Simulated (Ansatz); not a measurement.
## Yb: frozen-core PAW against all-electron methods

```
Yb
1.0
     3.38756    0.00000    0.00000
     0.00000    3.38756    0.00000
     0.00000    0.00000    3.38756
Yb
1
Direct
  0.00000 0.00000 0.00000
```

The structure comes from a relaxation in the same program, started in the sc type, and has space group Pm-3m. Whether it is a known phase or the ground state wasn't checked.

Where the f shell is localised, expect the real compound to differ from this run without U.

No spin–orbit coupling, which matters for the heavy atoms here.

All numbers are computed: DFT, PBE, PAW with Ansatz's default frozen-core files, scalar-relativistic (Ansatz 0.2.0); DFT, PBE, all-electron LAPW, scalar-relativistic (Ansatz 0.2.0).

For PAW: a Γ-centred 10×10×10 k mesh, Fermi–Dirac smearing of 0.05 eV, cutoff 420 eV, no spin polarisation. LAPW targets a basis error of 0.25 meV/atom. The Ansatz runs share mesh, smearing and spin set-up. Plane-wave (PAW) pressures include the program's estimate of the Pulay term.

Stress and pressure are positive in compression.

Levels count from the Fermi level.

PAW results:

```
                      quantity     PAW
                pressure (GPa)    0.00
highest filled level at Γ (eV)  -0.282
  lowest empty level at Γ (eV)   0.756
highest filled level at M (eV)  -0.262
  lowest empty level at M (eV)   0.671
highest filled level at R (eV)  -0.287
  lowest empty level at R (eV)   0.543
```

Problem. What does full-potential LAPW give for the same quantities?

Solution. 
```csv
quantity,LAPW
pressure (GPa),0.01
highest filled level at Γ (eV),-0.283
lowest empty level at Γ (eV),0.757
highest filled level at M (eV),-0.263
lowest empty level at M (eV),0.672
highest filled level at R (eV),-0.288
lowest empty level at R (eV),0.544
```
